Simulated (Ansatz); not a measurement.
Write the native input for Ansatz 0.2.0 that does the following.

```yaml
Task: single point
Functional: HSE06 form with a typed share of exact exchange
Potentials_or_basis: Ansatz PAW
Cutoff: "420 eV (not typed: the program's choice for these potentials)"
k_mesh: 5 × 5 × 3
Occupations: fermi-dirac, width 0.05 eV
Spin: no spin polarisation
Screening_1/Å: 0.2
Share_of_exact_exchange: 0.25
```

HfC:

```
Hf C
1.0
     3.34287    0.00000    0.00000
    -1.67143    2.89501    0.00000
     0.00000    0.00000    5.20271
Hf C
2 2
Direct
  0.33333 0.66667 0.25000
  0.66667 0.33333 0.75000
  0.00000 0.00000 0.50000
  0.00000 0.00000 0.00000
```

The cell comes from a database or a generator and needn't be the stable form of this composition.

The input as run:

input.yaml

```yaml
crystal:
  lattice:
    - [3.3428660531, 0.0, 0.0]
    - [-1.6714330265, 2.8950069234, 0.0]
    - [0.0, 0.0, 5.202714]
  atoms:
    - { symbol: Hf, position: [0.3333333333, 0.6666666667, 0.25] }
    - { symbol: Hf, position: [0.6666666667, 0.3333333333, 0.75] }
    - { symbol: C, position: [0.0, 0.0, 0.5] }
    - { symbol: C, position: [0.0, 0.0, 0.0] }
hamiltonian:
  xc: { exchange: pbe, correlation: pbe, exx: { coeff: 0.25, omega: 0.2 } }
  pseudopotentials: { kind: paw }
kpoints:
  mp_grid: { grid: [5, 5, 3] }
scf:
  occupations: { method: fermi_dirac, width: 0.05 }
output:
  forces: true
  stress: true
  eigenvalues: true
```

Potentials or basis: Ansatz PAW.

Command:

```bash
$ ansatz run input.yaml --threads 2 --pin off --max-ram 5632MiB --backend cpu --events-out ev --progress --plain --runs-dir out
```

It gave:

```json
{
  "Pressure": "-3.3 GPa",
  "Band gap on the k mesh": "none (metal or under the smearing width)"
}
```

Caveat: the k mesh is coarse (spacing up to 0.43 Å⁻¹), so the values aren't converged, least of all with exact exchange; the PAW data sets come from PBE, with cores solved anew for the run's functional, which leaves a small shift of forces and pressure; the thresholds are loose for stress.

Run time: 30 s on 2 threads of Intel(R) Xeon(R) Processor @ 2.70GHz, on a shared host, peak memory 0.89 GiB.
